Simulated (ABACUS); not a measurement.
**Cu2O (Cuprite) in ABACUS: the effect of basis**

The system is Cu2O (Cuprite).

```
CELL_PARAMETERS angstrom
4.34355 0.00000 0.00000
0.00000 4.34355 0.00000
0.00000 0.00000 4.34355
ATOMIC_POSITIONS crystal
Cu 0.75000 0.25000 0.75000
Cu 0.75000 0.75000 0.25000
Cu 0.25000 0.75000 0.75000
Cu 0.25000 0.25000 0.25000
O 0.50000 0.50000 0.50000
O 0.00000 0.00000 0.00000
```

The cell isn't the ideal one: volume scaled by 1.06.

Alike in all runs:

| Item | Value |
| --- | --- |
| Program | ABACUS 3.10.1 |
| Task | equation of state |
| Functional | PBE |
| Potentials or basis | PseudoDojo NC SR 0.4.1 PBE standard |
| k mesh | 4 × 4 × 4 |
| Occupations | fermi-dirac, width 0.05 eV |
| Spin | no spin polarisation |

```csv
basis,cutoff,gap on the mesh (eV),pressure (GPa)
DZP,1361 eV,0.38,-2.3
TZDP,1361 eV,0.37,-2.5
pw,1252 eV,?,?
```

Problem. What does the run with basis pw give?

Solution. gap on the mesh 0.37 eV; pressure -3.3 GPa.

Caveats: the atomic orbitals were generated for these runs and aren't a published set (some runs); the basis of atomic orbitals isn't converged, which shifts pressures, moduli and gaps (some runs).

